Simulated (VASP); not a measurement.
GaN, 2 atoms in the cell. The structure is cubic, space group F-43m (No. 216). The conventional cell has a = 4.507 Å, b = 4.507 Å, c = 4.507 Å, α = 90.00°, β = 90.00°, γ = 90.00°. Ga (site symmetry -43m) is surrounded by 4 N at 1.95 Å. Around N (site symmetry -43m) lie 4 Ga at 1.95 Å. The cell is a database's computed one.

```yaml
Program: VASP 6.6.1
Task: relaxation of cell and atoms
Functional: PBE
Dispersion: D3(BJ)
Potentials_or_basis: VASP PAW PBE potentials, release 64 (Ga_d, N)
Cutoff: 600 eV
k_mesh: 10 × 10 × 10
Occupations: gaussian, width 0.03 eV
Spin: no spin polarisation
Further_INCAR_settings: ALGO = Normal; EDIFF = 1e-06; IBRION = 2; EDIFFG = -0.01; NSW = 90; ISIF = 3
```

Potentials or basis: VASP PAW PBE potentials, release 64 (Ga_d, N).

The run is started by

```console
$ cat potpaw_PBE.64/Ga_d/POTCAR potpaw_PBE.64/N/POTCAR > POTCAR
$ mpirun -np 1 vasp_std > vasp.out
```

Hardware: 1 thread of Intel(R) Xeon(R) Platinum 8488C (Sapphire Rapids), with other jobs on the host.

Problem. Estimate the wall time of this run.

Solution. Wall time 44 s on 1 thread of Intel(R) Xeon(R) Platinum 8488C (Sapphire Rapids), on a shared host, peak memory 0.18 GiB. Counts: scf iterations 33, k points 47, ion steps 5.
